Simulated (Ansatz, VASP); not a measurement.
**Two plane-wave programs on Pb**

INCAR

```
SYSTEM = Pb
PREC = Accurate
ENCUT = 520
EDIFF = 1E-8
ISMEAR = -1
SIGMA = 0.05
LREAL = .FALSE.
LASPH = .TRUE.
NELM = 100
ALGO = Normal
ISIF = 2
LWAVE = .FALSE.
LCHARG = .FALSE.
GGA = PE
LEFG = .TRUE.
NBANDS = 21
```

KPOINTS

```
regular mesh
0
G
  12 12 7
  0 0 0
```

The input POSCAR:

```
Pb
1.0
    3.4800006906      0.0000000000      0.0000000000
   -1.7400003453      3.0137690032      0.0000000000
    0.0000000000      0.0000000000      5.4223000000
Pb
2
Direct
    0.3333333333      0.6666666667      0.2500000000
    0.6666666667      0.3333333333      0.7500000000
```

Input for Ansatz:

```yaml
crystal:
  lattice:
    - [3.4800006906, 0.0, 0.0]
    - [-1.7400003453, 3.0137690032, 0.0]
    - [0.0, 0.0, 5.4223]
  atoms:
    - { symbol: Pb, position: [0.3333333333, 0.6666666667, 0.25] }
    - { symbol: Pb, position: [0.6666666667, 0.3333333333, 0.75] }
kpoints:
  mp_grid: { grid: [12, 12, 7] }
scf:
  occupations: { method: fermi_dirac, width: 0.05 }
hamiltonian:
  xc: pbe
  pseudopotentials: { kind: paw }
output:
  forces: true
  stress: true
  eigenvalues: true
  efg: { contact_densities: true }
  write_density: true
  write_potential: true
  elf: true
  volumetric_format: npy
```

Change from the starting cell: zz strain of -3 %, PAW files.

Alike in both runs: task electric field gradients; functional PBE; k mesh 12 × 12 × 7; occupations fermi-dirac, width 0.05 eV; no spin polarisation.

|  | VASP | Ansatz |
| --- | --- | --- |
| version | VASP 6.6.1 | Ansatz 0.2.0 |
| potentials or method | VASP PAW PBE potentials, release 64 (Pb_d) | PAW with Ansatz's default frozen-core files, scalar-relativistic |
| plane-wave cutoff (eV) | 520 | 420 |
| valence electrons in the cell | 28 | 28 |

Ansatz gave:

```
pressure (GPa)                                                 : 5.8
largest component of the traceless stress (GPa)                : 1.17
Vzz of the field gradient on the site that differs most (V/Å²) : -27.6
```

Q: What did VASP give for the same quantities?

A: Pressure (GPa): 5.7; largest component of the traceless stress (GPa): 1.18; Vzz of the field gradient on the site that differs most (V/Å²): -29.4.

Ansatz warned: «gradients_without_spin_orbit».

The runs have no spin-orbit coupling, so splittings on Pb are missing.
